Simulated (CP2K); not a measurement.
The system is Hf.

```xyz
2
Lattice="3.1967 0.0000 0.0000 -1.5983 2.7684 0.0000 0.0000 0.0000 5.0578" Properties=species:S:1:pos:R:3 pbc="T T T"
Hf    1.5984    0.9228    3.7934
Hf    0.0000    1.8456    1.2645
```

Base run:

| Quantity | Value |
| --- | --- |
| Program | CP2K 2026.2 |
| Functional | PBE |
| Potentials or basis | POTENTIAL_UZH Hf GTH-PBE-q12; TZVP-MOLOPT-PBE-GTH basis |
| Density cutoff | 9184 eV |
| k mesh | 10 × 10 × 5 |
| Occupations | fermi-dirac, width 0.05 eV |
| Spin | no spin polarisation |

Its results: band gap on the k mesh none (metal or under the smearing width); pressure 0.8 GPa.

**Question.** The run is repeated on the same cell with these changes: functional from PBE to AM05. What comes out?

**Answer.** Band gap on the k mesh none (metal or under the smearing width); pressure -2.6 GPa.

AM05 binds more tightly than PBE, so the same cell stands under less pressure.

Caveats: spin-orbit coupling is left out, which moves the levels of the heavy elements; the basis of atomic orbitals isn't converged, which shifts pressures, moduli and gaps; the potentials were made for another functional, which shifts forces and pressure (some runs).
